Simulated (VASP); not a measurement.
# Ti, density of states: which settings are enough?

Ti, Im-3m (no. 229), 1 atom in the cell. RPBE; PAW potentials Ti_sv (PBE set). VASP 6.6.1.

Wanted: density of states by 0.5 eV bins within 20 %; centre of the states within 12 eV below the valence top within 0.1 eV; states at the Fermi level within 20 %.

What the run is for: density of states; Accuracy asked: screening; k mesh of the density: 13 × 13 × 13.

POSCAR:
```
Ti
1.0
   -1.6410000000      1.6410000000      1.6410000000
    1.6410000000     -1.6410000000      1.6410000000
    1.6410000000      1.6410000000     -1.6410000000
Ti
1
Direct
    0.0000000000      0.0000000000      0.0000000000
```

The series start from Plane-wave cutoff (eV): 320; k-point mesh: 16 × 16 × 16; Energy points (NEDOS): 2001; Occupations for the DOS: ISMEAR=-5; Electronic threshold (eV): 1e-6; Precision mode (PREC): Accurate. Each series keeps the choices made before it, and each single choice may use up half of a tolerance. Times cover all steps of a run.

## Plane-wave cutoff (eV)

| Plane-wave cutoff (eV) | Density of states by 0.5 eV bins, largest deviation against the largest value | Centre of the states within 12 eV below the valence top (eV) | States at the Fermi level (states/eV/atom) | Time (s) |
|---|---|---|---|---|
| 220 | 2.9 % | -1.38 | 2.137 | 19 |
| 280 | 1.6 % | -1.39 | 2.138 | 20 |
| 320 | 1.7 % | -1.39 | 2.139 | 38 |
| 360 | 0.92 % | -1.40 | 2.14 | 32 |
| 440 | 0.17 % | -1.40 | 2.141 | 49 |
| 550 (reference) | 0 % | -1.40 | 2.142 | 51 |

Chosen: 220, the loosest value from which every tighter one stays within half of the tolerance.

## k-point mesh

| k-point mesh | Density of states by 0.5 eV bins, largest deviation against the largest value | Centre of the states within 12 eV below the valence top (eV) | States at the Fermi level (states/eV/atom) | Time (s) |
|---|---|---|---|---|
| 7 × 7 × 7 | 17 % | -1.39 | 2.199 | 8.7 |
| 8 × 8 × 8 | 14 % | -1.38 | 2.066 | 11 |
| 10 × 10 × 10 | 7.7 % | -1.38 | 2.127 | 11 |
| 13 × 13 × 13 | 3.3 % | -1.38 | 2.039 | 16 |
| 16 × 16 × 16 | 3.5 % | -1.38 | 2.137 | 19 |
| 19 × 19 × 19 | 1.2 % | -1.37 | 2.154 | 27 |
| 23 × 23 × 23 | 0.41 % | -1.37 | 2.184 | 42 |
| 28 × 28 × 28 (reference) | 0 % | -1.37 | 2.21 | 49 |

Chosen: 10 × 10 × 10.

## Energy points (NEDOS)

| Energy points (NEDOS) | Density of states by 0.5 eV bins, largest deviation against the largest value | Centre of the states within 12 eV below the valence top (eV) | States at the Fermi level (states/eV/atom) | Time (s) |
|---|---|---|---|---|
| 301 | 5.2 % | -1.39 | 2.131 | 9.8 |
| 501 | 2.7 % | -1.40 | 2.118 | 11 |
| 1001 | 0.91 % | -1.38 | 2.131 | 9.6 |
| 2001 | 0.68 % | -1.38 | 2.127 | 11 |
| 4001 (reference) | 0 % | -1.38 | 2.129 | 10 |

Chosen: 301.

## Occupations for the DOS

| Occupations for the DOS | Density of states by 0.5 eV bins, largest deviation against the largest value | Centre of the states within 12 eV below the valence top (eV) | States at the Fermi level (states/eV/atom) | Time (s) |
|---|---|---|---|---|
| ISMEAR=-5 | 0 % | -1.39 | 2.131 | 9.8 |
| ISMEAR=-4 | 0 % | -1.39 | 2.131 | 10 |
| ISMEAR=0 SIGMA=0.05 | 16 % | -1.37 | 1.833 | 13 |
| ISMEAR=0 SIGMA=0.1 | 15 % | -1.37 | 2.143 | 12 |
| ISMEAR=-15 SIGMA=0.025 | 0.05 % | -1.39 | 2.13 | 14 |
| ISMEAR=1 SIGMA=0.1 | 16 % | -1.38 | 1.933 | 11 |

Chosen: ISMEAR=-5; no other choice that stays within half of the tolerance saves 30 % of the time.

## Electronic threshold (eV)

| Electronic threshold (eV) | Density of states by 0.5 eV bins, largest deviation against the largest value | Centre of the states within 12 eV below the valence top (eV) | States at the Fermi level (states/eV/atom) | Time (s) |
|---|---|---|---|---|
| 0.001 | 0.23 % | -1.39 | 2.13 | 11 |
| 0.0001 | 0.23 % | -1.39 | 2.13 | 8.9 |
| 1e-5 | 0.023 % | -1.39 | 2.131 | 12 |
| 1e-6 (reference) | 0 % | -1.39 | 2.131 | 9.8 |

Chosen: 0.001.

## Precision mode (PREC)

| Precision mode (PREC) | Density of states by 0.5 eV bins, largest deviation against the largest value | Centre of the states within 12 eV below the valence top (eV) | States at the Fermi level (states/eV/atom) | Time (s) |
|---|---|---|---|---|
| Normal | 1.3 % | -1.40 | 2.137 | 8.4 |
| Accurate (reference) | 0 % | -1.39 | 2.13 | 11 |

Chosen: Normal.

## All choices together

| Input | Density of states by 0.5 eV bins, largest deviation against the largest value | Centre of the states within 12 eV below the valence top (eV) | States at the Fermi level (states/eV/atom) | Time (s) |
|---|---|---|---|---|
| defaults for smearing, thresholds and mesh (naive) | 14 % | -1.64 | 2.424 | 15 |
| chosen settings | 8.4 % | -1.40 | 2.137 | 8.4 |
| reference settings throughout | 0 % | -1.40 | 2.21 | 158 |

The tolerance is met.

## The input

INCAR.step1:
```
SYSTEM = Ti
ALGO     = Normal         ! electronic algorithm
EDIFF    = 0.001          ! SCF threshold, eV
ENCUT    = 220            ! plane-wave cutoff, eV
GGA      = RP             ! functional
GGA_COMPAT= .False.      
ISMEAR   = 1              ! smearing method
LASPH    = .True.         ! aspherical terms in the spheres
LCHARG   = .True.         ! write CHGCAR
LMAXMIX  = 4              ! l up to which the mixer works
LREAL    = .False.        ! projectors in reciprocal space
LWAVE    = .False.        ! write WAVECAR
NBANDS   = 20             ! bands
NELM     = 120            ! most SCF steps
PREC     = Normal         ! precision mode
SIGMA    = 0.1            ! smearing width, eV
```

INCAR.step2, as INCAR.step1 but for:
```
- ISMEAR = 1
- LCHARG = .True.
- SIGMA = 0.1
+ EMAX = 16.0272
+ EMIN = -8.9728
+ ICHARG = 11
+ ISMEAR = -5
+ LCHARG = .False.
+ LORBIT = 11
+ NEDOS = 301
```

KPOINTS.step1:
```
k-points
0
Gamma
  13 13 13
```

KPOINTS.step2:
```
Automatic mesh
0
Gamma
  10 10 10
  0 0 0
```

Commands (each step's output is kept before the next begins):
```
cat potpaw_PBE.64/Ti_sv/POTCAR > POTCAR
cp INCAR.step1 INCAR
cp KPOINTS.step1 KPOINTS
mpirun -np 1 vasp_std > vasp.out
cp INCAR.step2 INCAR
cp KPOINTS.step2 KPOINTS
mpirun -np 1 vasp_std > vasp.out
```

The chosen input took VASP 6.6.1 8.4 s on 1 core (Intel Xeon Platinum 8259CL @ 2.50GHz (Skylake/Cascade Lake)), a shared host.

## An input that fails: tetrahedra on too few k points

VASP's message: IBZKPT: tetrahedron method fails for NKPT<4. NKPT = 1.

k mesh: 16 × 16 × 16 becomes 1 × 1 × 1.

Changes against the starting input:
```
(step 2)
- NELM = 120
+ NELM = 71
```
